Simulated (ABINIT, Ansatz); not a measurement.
# The equilibrium volume of HfB2, sorted by core time

Symmetry: P6/mmm, No. 191, hexagonal system. Conventional cell: a = 3.140 Å, b = 3.140 Å, c = 3.480 Å, α = 90.00°, β = 90.00°, γ = 120.00°. Around Hf (site symmetry 6/mmm) lie 12 B at 2.51 Å. Around B (site symmetry -6m2) lie 3 B at 1.81 Å.

```csv
rung,level,program and potentials,cutoff (eV),k mesh,smearing,core time,chip,equilibrium volume (Å³/atom),notes
GGA + dispersion,revPBE+D3(BJ),"Ansatz, Ansatz PAW",420,10 × 10 × 8,fermi-dirac 0.05,6.5 s,AMD EPYC 9R14 Zen 4,9.64,"potentials made for PBE, which Ansatz adapts in part; 10.67 valence electrons an atom on average"
GGA + dispersion,RPBE+D3(BJ),"Ansatz, Ansatz PAW",420,10 × 10 × 8,fermi-dirac 0.05,7.5 s,AMD EPYC 9R14 Zen 4,8.87,"potentials made for PBE, which Ansatz adapts in part; 10.67 valence electrons an atom on average"
GGA + dispersion,PBEsol+D3(BJ),"Ansatz, Ansatz PAW",420,10 × 10 × 8,fermi-dirac 0.05,8.4 s,AMD EPYC 9R14 Zen 4,9.52,"potentials made for PBE, which Ansatz adapts in part; 10.67 valence electrons an atom on average"
GGA + dispersion,PBEsol+D4,"Ansatz, Ansatz PAW",420,10 × 10 × 8,fermi-dirac 0.05,8.5 s,AMD EPYC 9R14 Zen 4,9.61,"potentials made for PBE, which Ansatz adapts in part; 10.67 valence electrons an atom on average"
GGA + dispersion,revPBE+D4,"Ansatz, Ansatz PAW",420,10 × 10 × 8,fermi-dirac 0.05,9.1 s,AMD EPYC 9R14 Zen 4,9.64,"potentials made for PBE, which Ansatz adapts in part; 10.67 valence electrons an atom on average"
GGA + dispersion,RPBE+D4,"Ansatz, Ansatz PAW",420,10 × 10 × 8,fermi-dirac 0.05,9.2 s,AMD EPYC 9R14 Zen 4,9.64,"potentials made for PBE, which Ansatz adapts in part; 10.67 valence electrons an atom on average"
GGA + dispersion,rPW86-PBE+D4,"Ansatz, all-electron LAPW, scalar-relativistic",-,10 × 10 × 8,fermi-dirac 0.025,40 s,Arm Neoverse V2,9.88,-
GGA,BLYP,"Ansatz, Ansatz PAW (files of its older set among them)",710,8 × 8 × 7,fermi-dirac 0.05,76 s,Arm Neoverse V1,10.23,"potentials made for PBE, which Ansatz adapts in part; 10.67 valence electrons an atom on average"
GGA + dispersion,PBE+D3(BJ),"ABINIT, JTH PAW PBE v2.0",517,10 × 10 × 8,fermi-dirac 0.05,83 s,Arm Neoverse V1,9.73,6 valence electrons an atom on average
GGA,PBE,"ABINIT, JTH PAW PBE v2.0",517,10 × 10 × 8,fermi-dirac 0.05,94 s,Arm Neoverse V1,9.96,6 valence electrons an atom on average
GGA + dispersion,PBE+D3(zero damping),"ABINIT, JTH PAW PBE v2.0",517,10 × 10 × 8,fermi-dirac 0.05,98 s,Arm Neoverse V1,9.81,6 valence electrons an atom on average
hybrid,HSE06,"Ansatz, Ansatz PAW",420,6 × 6 × 6,fermi-dirac 0.05,1.9 min,AMD EPYC 7R13 Zen 3,9.87,"coarse mesh; potentials made for PBE, which Ansatz adapts in part; 10.67 valence electrons an atom on average"
hybrid,PBE0,"Ansatz, Ansatz PAW",420,6 × 6 × 6,fermi-dirac 0.05,1.9 min,AMD EPYC 7R13 Zen 3,9.86,"coarse mesh; potentials made for PBE, which Ansatz adapts in part; 10.67 valence electrons an atom on average"
GGA,PBEsol,"ABINIT, PseudoDojo NC SR PBEsol v0.4.1 standard",1034,8 × 8 × 6,fermi-dirac 0.05,2.9 min,Arm Neoverse V2,9.76,6 valence electrons an atom on average
```

Times are single runs on shared hosts and different chips, so they are rough; meshes, cutoffs and the tasks' sizes weigh on the time. Task: relaxation of cell and atoms. All rows: no spin polarisation. Smearing widths are in eV. For a metal such meshes aren't converged. Meshes differ between rows, which moves values too. Meshes are those of the run's cell of 3 atoms unless a note names another. Relaxations start from the cell shown or near it and stop with a little pressure left. Runs on faulty files, with rough fits or with known faults for this quantity aren't shown. No row holds spin-orbit coupling.

By rung: GGA + dispersion 8.87 to 9.88; GGA 9.76 to 10.23; hybrid on coarse meshes 9.86 to 9.87 (Å³/atom).

Most of the volumes lie close together, as expected for a stiff diboride held by covalent boron honeycomb sheets and Hf d–B p bonding. The clear outlier is RPBE+D3(BJ) at 8.87 Å³/atom, whereas RPBE+D4 gives 9.64. Such a collapse is implausible for this compound and probably comes from weak short-range damping in that D3 parametrisation, which lets the pair attraction act at bonding distances.

The cleanest comparison is within PBE, where the volume falls from 9.96 to 9.81 with zero damping and 9.73 with BJ damping. This contraction needn't signify real van der Waals bonding: pair coefficients derived largely from atoms and molecules can overstate the attraction in a metal, where mobile electrons screen it and hafnium has given up part of its polarisable valence charge. Among the plain GGAs, PBEsol's smaller volume than PBE's fits its weaker gradient enhancement, which favours denser solids. The volumes alone don't show whether the contraction occurs within the boron sheets or between them.
